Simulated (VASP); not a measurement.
Crystal: W.

```xyz
1
Lattice="-1.5823 1.5823 1.5823 1.5823 -1.5823 1.5823 1.5823 1.5823 -1.5823" Properties=species:S:1:pos:R:3 pbc="T T T"
W     0.0000    0.0000    0.0000
```

Base run:

- Program: VASP 6.6.1
- Functional: r2SCAN
- Potentials or basis: VASP PAW PBE potentials, release 64 (W_sv)
- Cutoff: 520 eV
- k mesh: 12 × 12 × 12
- Occupations: fermi-dirac, width 0.05 eV
- Spin: no spin polarisation

Its results: pressure 2.8 GPa.

Question: After a change of settings the same cell gave: pressure -3.8 GPa. Which change was it?
A. k mesh from 12 × 12 × 12 to 9 × 9 × 9; spin from no spin polarisation to spin-orbit coupling, no magnetisation
B. functional from r2SCAN to SCAN; further incar settings from ALGO = Normal; EDIFF = 1e-06 to ALGO = Normal; EDIFF = 1e-06; NBANDS = 13
C. functional from r2SCAN to rSCAN

Answer: B.

Caveats: the PAW data sets were made with another functional, which shifts forces and pressure a little.
